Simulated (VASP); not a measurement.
Input of a VASP 6.6.1 run:

The input INCAR:

```
SYSTEM = GaAs
ALGO = Normal
AMIX = 0.2
EDIFF = 1E-7
ENCUT = 520
GGA = PE
ISIF = 2
ISMEAR = 0
LASPH = .True.
LCHARG = .False.
LREAL = .False.
LWAVE = .False.
NELM = 100
PREC = Accurate
SIGMA = 0.02
```

KPOINTS

```
k-points
0
Gamma
  10 10 10
  0 0 0
```

POSCAR

```
GaAs                                    
1.0
    0.0000000000      2.9036138117      2.9036138117
    2.9036138117      0.0000000000      2.9036138117
    2.9036138117      2.9036138117      0.0000000000
  Ga              As            
     1     1
Direct
     0.0000000000000000    0.0000000000000000    0.0000000000000000
     0.2500000000000000    0.2500000000000000    0.2500000000000000
```

Potentials or basis: VASP PAW PBE potentials, release 64 (Ga_d, As).

Run with:

```sh
$ cat potpaw_PBE.64/Ga_d/POTCAR potpaw_PBE.64/As/POTCAR > POTCAR
$ mpirun -np 1 vasp_std > vasp.out
```

Q: What does it give for the pressure?

A: -1.6 GPa.

Q: Predict the band gap on the k mesh.

A: None (metal or under the smearing width).
